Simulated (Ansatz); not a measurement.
# AlN under strain — ²⁷Al NMR of the central transition

Cell: an entry of the Crystallography Open Database (COD), relaxed with PBE at fixed cell and then changed (z compressed by 2 %, ions relaxed).

```
CELL_PARAMETERS angstrom
3.11000 0.00000 0.00000
-1.55500 2.69334 0.00000
0.00000 0.00000 4.88040
ATOMIC_POSITIONS crystal
Al 0.66667 0.33333 0.99796
Al 0.33333 0.66667 0.49796
N 0.66667 0.33333 0.38404
N 0.33333 0.66667 0.88404
```

Atoms are numbered from 1 in the order listed; like atoms form one site, named after its first atom.

Method: Kohn–Sham DFT in Ansatz, PBE, plane waves and PAW, scalar-relativistic, 420 eV cutoff, Γ-centred 11×11×6 k-points, Fermi–Dirac smearing 0.02 eV.

²⁷Al has I = 5/2 and Q = 146.6 mb (Pyykkö 2018); at 11.7 T its Larmor frequency is ν₀ = 129.9 MHz. Only the quadrupole interaction is simulated: positions count from each site's isotropic chemical shift, and J coupling is left out, as are shift anisotropy and dipolar coupling, which fast spinning averages.

**Question.** Simulate the second-order pattern (fast magic-angle spinning, Gaussian broadening 0.02 kHz) of site Al (4 N at 1.88 Å; also 1 N at 3.00 Å).

**Answer.** The calculation gives C_Q = 1.92 MHz and η = 0.00, so ν_Q = 0.288 MHz and the centre of gravity lies at -1.31 ppm (-0.170 kHz).

offset (kHz), height and a bar:
```
  -0.4411          0 
  -0.4281          2 
  -0.4151          5 #
  -0.4021          5 ##
  -0.3891          6 ##
  -0.3762          6 ##
  -0.3632          6 ##
  -0.3502          6 ##
  -0.3372          6 ##
  -0.3242          6 ##
  -0.3112          7 ##
  -0.2982          7 ##
  -0.2852         10 ###
  -0.2722         42 ############
  -0.2593         81 ########################
  -0.2463         66 ####################
  -0.2333         51 ###############
  -0.2203         45 #############
  -0.2073         42 #############
  -0.1943         40 ############
  -0.1813         40 ############
  -0.1683         39 ############
  -0.1553         40 ############
  -0.1424         41 ############
  -0.1294         43 #############
  -0.1164         47 ##############
  -0.1034         52 ################
  -0.0904         62 ###################
  -0.0774         87 ##########################
  -0.0644        100 ##############################
  -0.0514         37 ###########
  -0.0384          3 #
```

An axis of threefold or higher order runs through Al, so V_zz lies along it and η is zero.

At this changed cell the PBE pressure is 8 GPa.
